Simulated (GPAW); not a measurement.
Runs of GPAW 26.7.0 on C. It takes space group P6_3/mmc (No. 194, hexagonal). The conventional cell has a = 2.522 Å, b = 2.522 Å, c = 8.237 Å, α = 90.00°, β = 90.00°, γ = 120.00°. C (site symmetry 3m) has 4 C at 1.54 Å as nearest neighbours. C (site symmetry 3m) is surrounded by 4 C at 1.54 Å. This is a hexagonal form of diamond, not graphite.

```tsv
task	level	potentials or basis	k mesh	cutoff (eV)	maxiter	band path	band points	other keys	mesh quality	gap on the mesh (eV)	pressure (GPa)	V0 of scaled cells (Å³/atom)	B0 (GPa)	largest force (eV/Å)
band structure	AM05	PAW data sets generated in the run's folder for this functional, pw	7 × 7 × 2	800	150	GMKGALHA,LM,KH	100	-	coarse	4.29	(d)	-	-	0.33
single point	PBE	GPAW PAW data sets (gpaw-data 1.2.1), pw	15 × 15 × 4	800	75	-	-	several, not listed	not flagged	4.42	1.9	-	-	0.33
single point	TB-mBJ	GPAW PAW data sets for LDA (gpaw-data 1.2.1), pw	7 × 7 × 2	800	150	-	-	-	coarse	(a)	-	-	-	-
equation of state	vdW-DF-cx	GPAW PAW data sets (gpaw-data 1.2.1), pw	7 × 7 × 2	800	150	-	-	-	coarse	-	-	5.68	439	-
equation of state	LDA	PAW data sets generated in the run's folder for this functional, pw	7 × 7 × 2	800	150	-	-	-	coarse	-	-	(c)	(b)	-
band structure	PBE	SG15 ONCV 1.2, pw	7 × 7 × 2	1100	150	GMKGALHA,LM,KH	80	-	coarse	4.47	1.1	-	-	0.33
band structure	RPBE	the program's PAW data sets (release 1.2.1) made for this functional, pw	7 × 7 × 2	800	150	GMKGALHA,LM,KH	80	-	coarse	4.42	8.1	-	-	0.33
```

Alike in all rows: no spin polarisation; cell as given; smearing fermi-dirac 0.05 eV.

Q: Estimate the missing entries.

A: (a) 5.22; (b) 468; (c) 5.52; (d) -6.1.

Caveats: some runs use coarse meshes; an odd mesh through Γ misses points on the zone boundary, where band edges often lie (some runs); the PAW data sets were made with another functional, which shifts forces and pressure a little (some runs); the cell was scaled at fixed shape and fractional positions, which overstates the stiffness of a crystal with free parameters, most of all of layers and chains (some runs); a model potential gives levels but no total energy (some runs).
